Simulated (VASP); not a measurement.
Input of a VASP 6.6.1 run:

Contents of POSCAR:

```
MgSe
1.0
    0.0000000000      2.7255000000      2.7255000000
    2.7255000000      0.0000000000      2.7255000000
    2.7255000000      2.7255000000      0.0000000000
Se Mg
1 1
Direct
    0.5000000000      0.5000000000      0.5000000000
    0.0000000000      0.0000000000      0.0000000000
```

File INCAR.step1:

```
  ALGO = Normal
  EDIFF = 1E-5
  ENCUT = 520
  GGA = PE
  ISIF = 2
  ISMEAR = 0
  LASPH = T
  LCHARG = F
  LREAL = F
  LWAVE = T
  NBANDS = 11
  NELM = 80
  PREC = Accurate
  SIGMA = 0.02
```

Contents of INCAR.step2:

```
  ALGO = Normal
  EDIFF = 1E-6
  ENCUT = 520
  ISIF = 2
  ISMEAR = 0
  ISTART = 1
  LASPH = T
  LCHARG = F
  LREAL = F
  LWAVE = F
  METAGGA = MBJ
  NBANDS = 11
  NELM = 80
  PREC = Accurate
  SIGMA = 0.02
```

KPOINTS

```
k-points
0
Gamma
  8 8 8
```

The input KPOINTS_OPT:

```
path GXWKGLUWLK,UX
15
line-mode
reciprocal
 0.0000000000  0.0000000000  0.0000000000  G
 0.5000000000  0.0000000000  0.5000000000  X

 0.5000000000  0.0000000000  0.5000000000  X
 0.5000000000  0.2500000000  0.7500000000  W

 0.5000000000  0.2500000000  0.7500000000  W
 0.3750000000  0.3750000000  0.7500000000  K

 0.3750000000  0.3750000000  0.7500000000  K
 0.0000000000  0.0000000000  0.0000000000  G

 0.0000000000  0.0000000000  0.0000000000  G
 0.5000000000  0.5000000000  0.5000000000  L

 0.5000000000  0.5000000000  0.5000000000  L
 0.6250000000  0.2500000000  0.6250000000  U

 0.6250000000  0.2500000000  0.6250000000  U
 0.5000000000  0.2500000000  0.7500000000  W

 0.5000000000  0.2500000000  0.7500000000  W
 0.5000000000  0.5000000000  0.5000000000  L

 0.5000000000  0.5000000000  0.5000000000  L
 0.3750000000  0.3750000000  0.7500000000  K

 0.6250000000  0.2500000000  0.6250000000  U
 0.5000000000  0.0000000000  0.5000000000  X
```

Potentials or basis: VASP PAW PBE potentials, release 64 (Se, Mg).

The run is started by

```sh
$ cat potpaw_PBE.64/Se/POTCAR potpaw_PBE.64/Mg/POTCAR > POTCAR
$ cp INCAR.step1 INCAR
$ mpirun -np 1 vasp_std > vasp.out
$ cp INCAR.step2 INCAR
$ mpirun -np 1 vasp_std > vasp.out
```

(1) Estimate the band gap on the k mesh.

(2) What does it give for the band gap along the path?

## Answers

(1) 2.79 eV, indirect (least direct gap 3.80 eV).

(2) 2.79 eV, indirect (least direct gap 3.80 eV).
